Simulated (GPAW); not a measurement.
Runs of GPAW 26.7.0 on Pd. Symmetry: Fm-3m, No. 225, cubic system. The conventional cell has a = 3.893 Å, b = 3.893 Å, c = 3.893 Å, α = 90.00°, β = 90.00°, γ = 90.00°. Pd (site symmetry m-3m) has 12 Pd at 2.75 Å as nearest neighbours. 

```csv
task,cell,k mesh,cutoff (eV),smearing,kernel,response ecut,response k mesh,response bands,gap on the mesh (eV),pressure (GPa)
eps q,as given,9 × 9 × 9,400,fermi-dirac 0.05 eV,RPA,60 eV,18 × 18 × 18,18,none,-
eps q,volume scaled by 1.08,9 × 9 × 9,500,fermi-dirac 0.05 eV,ALDA,80 eV,18 × 18 × 18,18,none,-
single point,as given,12 × 12 × 12,600,fermi-dirac 0.05 eV,-,-,-,-,none,6.9
single point,volume scaled by 1.08,9 × 9 × 9,500,fermi-dirac 0.01 eV,-,-,-,-,none,(a)
```

Alike in all rows: level PBE; potentials or basis GPAW PAW data sets (gpaw-data 1.2.1), pw; no spin polarisation.

Question: Fill in the values left out.

Answer: (a) -6.7.

Caveats: the cutoff is short for stress and forces, so pressures can be off by a GPa or more (some runs).

A k mesh can miss the band edges, and the runs leave out spin-orbit coupling on Pd.

A gap of «none» marks a metal or a gap under the smearing width.
